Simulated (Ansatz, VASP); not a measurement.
# Cross-check of Ru (zigzag Ru chain, bond 3.025 A) between VASP and Ansatz

One calculation is typed for both programs; each brings its own data sets. How far apart do they land? The cell is taken from a series of runs on this material, whose earlier steps may have relaxed, scaled, displaced or heated it; both programs get it as it stands.

Program: Ansatz 0.2.0. Level of theory: plane waves, with VASP 6.6.1 beside it; single point at PBE. Results are calculated unless marked as measured.

## 1. Starting point

The cell holds 2 atoms: 2 Ru. Cell: a = 12.000 Å, b = 12.000 Å, c = 3.630 Å, α = 90.0°, β = 90.0°, γ = 90.0°. As first built, before any earlier steps moved the atoms (in the runner's words): model lattice. Vacuum lies along a and b. The structure's axis is c.

## 2. Ansatz: single point, PBE, pair 1

Ansatz runs on its PAW soft_1 files.

A single point gives forces, pressure and levels at one fixed geometry, so differences don't come from the geometry; what else differs is listed under the comparison.

Input file input.yaml:

```yaml
crystal:
  lattice:
    - [12.0, 0.0, 0.0]
    - [0.0, 12.0, 0.0]
    - [0.0, 0.0, 3.63]
  atoms:
    - { symbol: Ru, position: [0.3991666667, 0.5, 0.0], spin: 1.5 }
    - { symbol: Ru, position: [0.6008333333, 0.5, 0.5], spin: 1.5 }
magnetization:
  spin_polarized: true
kpoints:
  mp_grid: { grid: [1, 1, 6] }
hamiltonian:
  xc: pbe
  pseudopotentials: { kind: paw, azcp: { folder: soft_1 } }
scf:
  occupations: { method: fermi_dirac, width: 0.1 }
  max_iter: 120
  convergence: { dr2_threshold: 1.0e-08 }
  lower_state_search: "off"
output:
  write_density: true
  write_potential: true
  elf: true
  volumetric_format: npy
```

Command:

```sh
$ ansatz run input.yaml --threads 4 --pin off --max-ram 16384MiB --backend cpu --events-out ev --progress --plain --runs-dir out
```

Numbers of over 12 decimals in the logs are rounded to 6 here.

Log:

```text
Engine: ansatz 0.2.0, aarch64-unknown-linux-gnu
Pseudopotentials: kind: paw
Pseudopotential: Ru, paw, valence charge 16, recommended cutoff 420 eV (normal), soft_1/Ru.paw.azcp
Functional definition: PBE
  parameter kappa = 0.804
  parameter beta = 0.066725
  exchange = pbe_x(kappa = kappa, mu = beta*pi^2/3)
  correlation = pbe_c(beta = beta)
Crystal: 2 atoms, lattice volume = 522.720 Å³
Basis set: ecut = 420 eV, 10141 PW (Γ)
Bands: 22, of which v1, the nominal top of the filled ones, is band 16 counted from 1 (15 counted from 0)
Symmetry: 8 space group operations
Space group: Pmma (ITA 51), of the structure as read, at distance tolerance 8.1e-5 Å
Magnetic group: BNS 51.289 (UNI 387), of the structure as read, at distance tolerance 8.1e-5 Å
k-points: 4 of 6
Non-local potential: Ru, projectors of the file, l = 0: 3, l = 1: 2, l = 2: 2, l = 3: 1
PAW form: soft (Blöchl's): semilocal exchange-correlation on the pseudo side does not see the compensation charge
PAW one-centre angular grid: Ru, 590 points (default); XC on 64 Gauss nodes
Initial density: superposition of atomic densities (neutral atoms: chi_scale 0, normalization atom)
Starting moments: Σ|m| = 3 μB on 2 of 2 sites
Initial wavefunctions: pseudopotential atomic-orbital guess
Functional: x = pbe(κ = 0.804, μ = 0.219515), c = pbe(β = 0.066725)
SCF iter   1: F=—  HF=-11747.602947 eV  |F-HF|=—  |Δ(HF+E_count)|=         —  Δρ=1.35e-2 (↑1.03e-2 ↓1.35e-2)  dr2=2.15e0  dr2_m=5.46e-1  M=4.928 μB ∫|m|=4.932 μB  β_m=1.00  ethr=3.10e-3  ⟨swp⟩=6.5  Hψ=881  notcnv=0
preconditioner: auto → LDOS  [metal: Δε(μ)=0.058 eV  Ē_g=2.742 eV  σ=0.100 eV  W_gap=0.14  n_scr=36 (ndim 8)  ℏωp=6.5 eV  f_vac=0.772  D(μ)=6.64/eV (n_scr^D=24)]
spin=Collinear: LDOS preconditioning applied to the charge; magnetization (m = ρ↑ − ρ↓) channel mixes plain (no charge-response kernel on spin).
SCF iter   2: F=—  HF=-11747.855122 eV  |F-HF|=—  |Δ(HF+E_count)|=   2.52e-1  Δρ=7.29e-3 (↑4.77e-3 ↓7.29e-3)  dr2=7.31e-1  dr2_m=1.07e-1  M=5.686 μB ∫|m|=5.746 μB  β_m=1.00  ethr=3.10e-3  ⟨swp⟩=2.6  Hψ=385  notcnv=0
SCF iter   3: F=—  HF=-11747.771334 eV  |F-HF|=—  |Δ(HF+E_count)|=   8.38e-2  Δρ=2.90e-3 (↑1.99e-3 ↓2.90e-3)  dr2=8.85e-2  dr2_m=9.57e-3  M=5.956 μB ∫|m|=6.053 μB  β_m=1.00  ethr=2.28e-3  ⟨swp⟩=2.2  Hψ=283  notcnv=0
SCF iter   4: F=—  HF=-11747.818156 eV  |F-HF|=—  |Δ(HF+E_count)|=   4.68e-2  Δρ=1.75e-3 (↑1.32e-3 ↓1.75e-3)  dr2=4.71e-2  dr2_m=1.52e-3  M=6.030 μB ∫|m|=6.154 μB  β_m=1.00  ethr=2.77e-4  ⟨swp⟩=2.0  Hψ=256  notcnv=0
SCF iter   5: F=—  HF=-11747.846037 eV  |F-HF|=—  |Δ(HF+E_count)|=   2.79e-2  Δρ=6.26e-4 (↑5.81e-4 ↓6.26e-4)  dr2=4.57e-3  dr2_m=3.61e-4  M=6.018 μB ∫|m|=6.156 μB  β_m=0.30  ethr=1.47e-4  ⟨swp⟩=2.0  Hψ=288  notcnv=0
Mixer restart at iter 5: flushing history
spin-set hold released at iteration 5 (site moments contracting): the magnetisation degrees of freedom join the quasi-Newton model from the next iteration; the mixer history was flushed
SCF iter   6: F=—  HF=-11747.858315 eV  |F-HF|=—  |Δ(HF+E_count)|=   1.23e-2  Δρ=4.23e-4 (↑3.78e-4 ↓4.23e-4)  dr2=2.41e-3  dr2_m=2.87e-4  M=6.030 μB ∫|m|=6.171 μB  β_m=0.64  ethr=1.43e-5  ⟨swp⟩=1.9  Hψ=264  notcnv=0
SCF iter   7: F=—  HF=-11747.871312 eV  |F-HF|=—  |Δ(HF+E_count)|=   1.30e-2  Δρ=2.14e-4 (↑1.31e-4 ↓2.14e-4)  dr2=4.22e-4  dr2_m=9.07e-5  M=6.041 μB ∫|m|=6.192 μB  β_m=0.69  ethr=7.52e-6  ⟨swp⟩=2.0  Hψ=274  notcnv=0
SCF iter   8: F=—  HF=-11747.871463 eV  |F-HF|=—  |Δ(HF+E_count)|=   1.51e-4  Δρ=1.00e-4 (↑5.38e-5 ↓1.00e-4)  dr2=1.37e-4  dr2_m=1.63e-5  M=6.043 μB ∫|m|=6.196 μB  β_m=0.76  ethr=1.32e-6  ⟨swp⟩=2.2  Hψ=262  notcnv=0
SCF iter   9: F=—  HF=-11747.871485 eV  |F-HF|=—  |Δ(HF+E_count)|=   2.25e-5  Δρ=4.36e-5 (↑2.55e-5 ↓4.36e-5)  dr2=1.36e-5  dr2_m=2.91e-6  M=6.040 μB ∫|m|=6.194 μB  β_m=0.81  ethr=4.30e-7  ⟨swp⟩=2.0  Hψ=234  notcnv=0
SCF iter  10: F=—  HF=-11747.871495 eV  |F-HF|=—  |Δ(HF+E_count)|=   9.22e-6  Δρ=3.28e-5 (↑7.77e-6 ↓3.28e-5)  dr2=1.86e-6  dr2_m=1.70e-6  M=6.038 μB ∫|m|=6.192 μB  β_m=0.90  ethr=4.24e-8  ⟨swp⟩=2.5  Hψ=335  notcnv=0
SCF iter  11: F=—  HF=-11747.871549 eV  |F-HF|=—  |Δ(HF+E_count)|=   5.49e-5  Δρ=1.96e-5 (↑5.20e-6 ↓1.96e-5)  dr2=6.19e-7  dr2_m=5.52e-7  M=6.038 μB ∫|m|=6.192 μB  β_m=0.95  ethr=5.80e-9  ⟨swp⟩=2.0  Hψ=301  notcnv=0
SCF iter  12: F=—  HF=-11747.871552 eV  |F-HF|=—  |Δ(HF+E_count)|=   2.27e-6  Δρ=1.11e-5 (↑3.56e-6 ↓1.11e-5)  dr2=4.40e-7  dr2_m=1.56e-7  M=6.038 μB ∫|m|=6.192 μB  β_m=0.98  ethr=1.93e-9  ⟨swp⟩=2.0  Hψ=324  notcnv=0
SCF iter  13: F=—  HF=-11747.871552 eV  |F-HF|=—  |Δ(HF+E_count)|=   5.74e-7  Δρ=2.72e-6 (↑1.33e-6 ↓2.72e-6)  dr2=3.34e-8  dr2_m=7.86e-9  M=6.038 μB ∫|m|=6.192 μB  β_m=0.98  ethr=1.37e-9  ⟨swp⟩=2.0  Hψ=326  notcnv=0
SCF iter  14: F=-11747.871552 eV  HF=-11747.871552 eV  |F-HF|=2.00e-9  |Δ(HF+E_count)|=   2.30e-8  Δρ=1.11e-6 (↑6.23e-7 ↓1.11e-6)  dr2=8.05e-9  dr2_m=1.84e-9  M=6.038 μB ∫|m|=6.192 μB  ethr=3.13e-11  ⟨swp⟩=3.9  Hψ=494  notcnv=0
SCF 1 converged in 14 iterations: F = -11747.871552 eV  dr2 = 8.05e-9
  greatest PAW one-centre occupation: 0.999 electrons in one spin orbital (limit 2), on the Ru atom at site 1 (counted from 0), in its partial waves of l = 0
WARN: The output density's exchange-correlation potential varies sharply where the density is thin. Do not read a vacuum level from v_tot or v_xc, or from such a field of the output density. On a cell that repeats whose density bears no net charge and no dipole along the vacuum's axis use v_es (v_loc + v_h of the components); under efield.dipole_correction with no amplitude use v_es + v_field, which holds any externa [...]
SCF converged after 14 iterations
Magnetization: 6.0380 μB (19.0190 up, 12.9810 down)
Absolute magnetization: 6.1918 μB (∫|ρ↑−ρ↓|, with the PAW one-centre terms)
Spin contamination: 0.0475 ħ² per cell (⟨S²⟩ above its minimum at these occupations)
Per-site moments (μB) at R_I (Å): [(2.667025, 1.247812499736), (2.667025, 1.247812499736)]
Free energy (F): -11747.871552 eV
Harris-Foulkes:  -11747.871552 eV  (|F-HF|=2.00e-9)
Internal energy: -11747.721478 eV  (E = F + TS)
E sigma→0 (E₀):  -11747.796515 eV
Entropy (-TS):   -0.150074 eV (-75.037 meV/atom)
Fermi energy:    -2.529797 eV
--- Per-component energies (eV) ---
  E_band       = -900.657361
  E_kinetic    = 905.282591
  E_local      = -11100.488125  (includes V_loc(G=0)·N_el)
  E_nonlocal   = 844.837796
  E_hartree    = 4721.649411
  E_xc         = -326.520329
  E_vxc        = -411.130680  (∫ρ·V_xc dr)
  E_paw        = -7010.044292  (= ΣΔE_a)
  E_vpaw       = -582.466677  (= ΣTr[D̂ρ^β])
  E_aug_tail   = 0.001348  (compensation charges beyond the density's cutoff)
  E_ewald      = 217.560122
  E_smearing   = -0.150074  (= −TS)
  E_closure    = 0.000000  (closes the sum)
  Σ components = -11747.871552   (vs F -11747.871552, Δ=0.00e0)
--- Band table (eV; the first three rows and the last of 8) ---
  k-point 0 ↑: bands = [... 12 lower, -4.5866, -4.4131, -4.2599, -4.1587, -4.0823, -3.9273, -3.2370, -2.7119, ... 2 higher]
  k-point 1 ↑: bands = [... 12 lower, -4.4969, -4.4210, -4.3533, -4.0963, -4.0651, -4.0381, -3.4290, -2.3377, ... 2 higher]
  k-point 2 ↑: bands = [... 12 lower, -4.4595, -4.3684, -4.2602, -4.1900, -4.0261, -3.6273, -3.2822, -1.3121, ... 2 higher]
  k-point 3 ↓: bands = [... 12 lower, -2.1696, -2.1696, -2.1138, -2.1138, -2.0039, -2.0039, -0.3776, -0.3776, ... 2 higher]
```

The column dr2 measures how far the density is from self-consistency, as an energy; F and HF (Harris–Foulkes) agree once it is small.

## 3. VASP: single point, PBE, pair 1

The same cell, functional, mesh and smearing now go to VASP, with its own data sets.

Lines of VASP's logs that name or quote its potential files are left out, and so is its time.

Input file INCAR:

```
SYSTEM = Ru
PREC = Accurate
ENCUT = 400
EDIFF = 1E-06
NELM = 200
ISMEAR = -1
SIGMA = 0.1
LREAL = .FALSE.
ALGO = Normal
GGA = PE
NBANDS = 25
ISPIN = 2
MAGMOM = 2.67 2.67
LASPH = .TRUE.
LMAXMIX = 4
LORBIT = 11
LWAVE = .FALSE.
LCHARG = .FALSE.
ISIF = 2
GGA_COMPAT = .FALSE.
```

Input file POSCAR:

```
Ru
1.0
   12.0000000000      0.0000000000      0.0000000000
    0.0000000000     12.0000000000      0.0000000000
    0.0000000000      0.0000000000      3.6300000000
Ru
2
Direct
    0.3991666667      0.5000000000      0.0000000000
    0.6008333333      0.5000000000      0.5000000000
```

Input file KPOINTS:

```
Automatic mesh
0
Gamma
1 1 6
0 0 0
```

The projector-augmented-wave data sets are Ru_pv (PBE family, release 64).

Command:

```sh
$ mpirun -np 1 vasp_std
```

Log:

```text
[banner, memory and clock lines left out]
running    1 mpi-ranks, on    1 nodes
 distrk:  each k-point on    1 cores,    1 groups
 distr:  one band on    1 cores,    1 groups

 POSCAR found type information on POSCAR Ru
 POSCAR found :  1 types and       2 ions
 LDA part: xc-table for (Slater+PW92), standard interpolation
 POSCAR, INCAR and KPOINTS ok, starting setup
 FFT: planning ... GRIDC
 FFT: planning ... GRID_SOFT
 FFT: planning ... GRID
 WAVECAR not read
 entering main loop
       N       E                     dE             d eps       ncg     rms          rms(c)
DAV:   1     0.112486528593E+03    0.11249E+03   -0.12057E+04   528   0.617E+02
DAV:   2     0.202371825351E+01   -0.11046E+03   -0.99373E+02   594   0.153E+02
DAV:   3    -0.885338329784E+01   -0.10877E+02   -0.95538E+01   444   0.338E+01
DAV:   4    -0.905806445951E+01   -0.20468E+00   -0.20412E+00   457   0.492E+00
DAV:   5    -0.906709902922E+01   -0.90346E-02   -0.90337E-02   576   0.899E-01    0.453E+00
DAV:   6    -0.882778173596E+01    0.23932E+00   -0.14647E+00   416   0.730E+00    0.232E+00
DAV:   7    -0.882302078737E+01    0.47609E-02   -0.16563E-01   411   0.242E+00    0.129E+00
DAV:   8    -0.879986969841E+01    0.23151E-01   -0.67970E-02   400   0.107E+00    0.603E-01
DAV:   9    -0.882630094503E+01   -0.26431E-01   -0.11852E-02   452   0.643E-01    0.358E-01
DAV:  10    -0.886064804240E+01   -0.34347E-01   -0.13993E-02   418   0.467E-01    0.187E-01
DAV:  11    -0.887489127197E+01   -0.14243E-01   -0.31481E-03   419   0.218E-01    0.813E-02
DAV:  12    -0.887909707158E+01   -0.42058E-02   -0.60694E-04   456   0.103E-01    0.515E-02
DAV:  13    -0.888033449905E+01   -0.12374E-02   -0.27434E-04   457   0.725E-02    0.342E-02
DAV:  14    -0.888093471310E+01   -0.60021E-03   -0.15980E-04   464   0.576E-02    0.209E-02
[...]
DAV:  18    -0.888152877595E+01   -0.14893E-03   -0.28844E-05   424   0.132E-02    0.501E-03
DAV:  19    -0.888165152213E+01   -0.12275E-03   -0.72277E-06   433   0.875E-03    0.343E-03
DAV:  20    -0.888179142735E+01   -0.13991E-03   -0.90630E-06   449   0.657E-03    0.195E-03
DAV:  21    -0.888187408995E+01   -0.82663E-04   -0.70456E-06   450   0.605E-03    0.123E-03
DAV:  22    -0.888191585578E+01   -0.41766E-04   -0.38258E-06   418   0.362E-03    0.895E-04
DAV:  23    -0.888193680298E+01   -0.20947E-04   -0.20237E-06   378   0.268E-03    0.559E-04
DAV:  24    -0.888194142500E+01   -0.46220E-05   -0.50231E-07   386   0.152E-03    0.255E-04
DAV:  25    -0.888194179868E+01   -0.37368E-06   -0.76563E-08   316   0.845E-04
   1 F= -.88819418E+01 E0= -.88068579E+01  d E =-.150168E+00  mag=     6.0415
```

(Part 1 of 2 ends here.)

[Lines on the potential files, build, host, timing and source positions are cut from VASP's logs without a mark.]

[Logs are printed without paths, hosts, clocks, repeated set-up lines and the standing remarks that a program may print on its own settings, such as how far it seeks lower states.]

[Hosts, paths, dates, database ids (printed as entryN), source tags and the programs' standing remarks are cut or masked in the printed files.]
